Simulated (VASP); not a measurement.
Input of a VASP 6.6.1 run:

Contents of INCAR:

```
PREC = Accurate
ENCUT = 600
EDIFF = 1E-7
ISMEAR = 0
SIGMA = 0.02
LREAL = False
LASPH = True
NELM = 60
ALGO = Normal
ISIF = 3
LWAVE = False
LCHARG = False
GGA = CA
IBRION = 2
NSW = 40
EDIFFG = -0.01
LATTICE_CONSTRAINTS = .FALSE. .FALSE. .TRUE.
```

File KPOINTS:

```
Automatic mesh
0
Gamma
  8 6 8
```

Contents of POSCAR:

```
AlAs
1.0
    4.0130628506      0.0000000000      0.0000000000
    0.0000000000      5.6753279100      0.0000000000
    0.0000000000      0.0000000000      4.0137997762
Al As
2 2
Direct
    0.0000000000      0.0000000000      0.0000000000
    0.5000000000      0.5000000000      0.5000000000
    0.0000000000      0.2500000000      0.5000000000
    0.5000000000      0.7500000000      0.0000000000
```

Potentials or basis: VASP PAW LDA potentials, release 64 (Al, As).

Run with:

```bash
$ cat potpaw_LDA.64/Al/POTCAR potpaw_LDA.64/As/POTCAR > POTCAR
$ mpirun -np 1 vasp_std > vasp.out
```

Problem. Predict the relaxed cell.

Solution. a = 4.013 Å, b = 5.675 Å, c = 3.970 Å, α = 90.00°, β = 90.00°, γ = 90.00°.

Problem. What does it give for the band gap on the k mesh?

Solution. 1.27 eV.

Problem. Predict the space group after relaxing (to 0.05 Å).

Solution. Imm2 (No. 44).

Final structure:
```cif
data_structure
_symmetry_space_group_name_H-M 'P 1'
_symmetry_Int_Tables_number 1
_cell_length_a 4.0131
_cell_length_b 5.6753
_cell_length_c 3.9705
_cell_angle_alpha 90.000
_cell_angle_beta 90.000
_cell_angle_gamma 90.000
_cell_volume 90.43
loop_
_atom_site_label
_atom_site_type_symbol
_atom_site_fract_x
_atom_site_fract_y
_atom_site_fract_z
_atom_site_occupancy
Al1 Al 0.00000 0.99921 0.00000 1
Al2 Al 0.50000 0.49921 0.50000 1
As1 As 0.00000 0.25079 0.50000 1
As2 As 0.50000 0.75079 0.00000 1
```

Caveat: the real-space grid breaks the cell's symmetry a little. A hybrid or GW would open this gap; LDA tends to underestimate it.
